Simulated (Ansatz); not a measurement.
# HgTe: stationary points along a deformation path

The calculation used Ansatz 0.2.0, DFT r2SCAN, scalar-relativistic, plane waves, PAW. Settings: plane waves to 500 eV, k-mesh 18×18×18 (Γ-centred), Gaussian smearing 0.15 eV. Spin–orbit coupling is left out, which can shift energies with elements as heavy as these. No spin polarisation. Energies are free energies at this smearing, counted from the undisturbed cell; pressure is positive in compression.

The starting cell (as given, not relaxed at this level; it stands at -1.2 GPa; this form isn't the usual structure):

```
CELL_PARAMETERS angstrom
-3.04560 3.04560 1.55941
3.04560 -3.04560 1.55941
3.04560 3.04560 -1.55941
ATOMIC_POSITIONS crystal
Hg 0.25000 0.75000 0.50000
Te 0.00000 0.00000 0.00000
```

At fixed volume and fractional coordinates, lengths along (0.000, 0.000, 1.000) are scaled against those across it; ρ is that ratio over its starting value. V = 28.929 Å³/atom. Δσ is the stress along the axis less the mean stress across it (compression positive).

| ρ | ΔE (meV/atom) | Δσ (GPa) | space group |
| --- | --- | --- | --- |
| 0.800 | 218.7 | 18.87 | I-4m2 |
| 0.850 | 111.1 | 10.57 | I-4m2 |
| 0.920 | 39.5 | 7.02 | I-4m2 |
| 0.960 | 9.9 | 3.86 | I-4m2 |
| 1.000 | 0.0 | 0.54 | I-4m2 |
| 1.050 | -0.5 | -0.02 | I-4m2 |
| 1.100 | -0.5 | -0.27 | I-4m2 |
| 1.200 | 12.6 | -1.32 | I-4m2 |
| 1.300 | 17.5 | 0.65 | I-4m2 |

Problem. How does the stress give the slope of the energy, and where is the energy stationary?

Solution. Along the path d ln(length) is 2/3 d ln ρ on the axis and −1/3 d ln ρ across it, so dE/d ln ρ = −(2/3) V Δσ: the energy falls with ρ where Δσ is positive. Δσ vanishes or changes sign at ρ = 1.050 (I-4m2), a minimum at -0.5 meV/atom; between ρ = 1.200 and 1.300, a maximum (near 1.27 by linear interpolation). Pairs of stationary points between two samples would go unseen, and could change a minimum read from distant neighbours into a maximum.

Problem. Integrate that slope from ρ = 1 to 1.200 by the trapezoid rule.

Solution. With V/N in Å³ and 1 eV/Å³ = 160.2 GPa the slopes at ρ = 1.000, 1.050, 1.100, 1.200 are -65, 3, 33, 159 meV/atom per unit of ln ρ. The steps add (-1.5) + 0.8 + 8.4 = 7.7 meV/atom, against 12.6 from the energies; the trapezoid rule misses the curvature of the slope within each step.

In a metal these slopes depend on the k mesh and the smearing.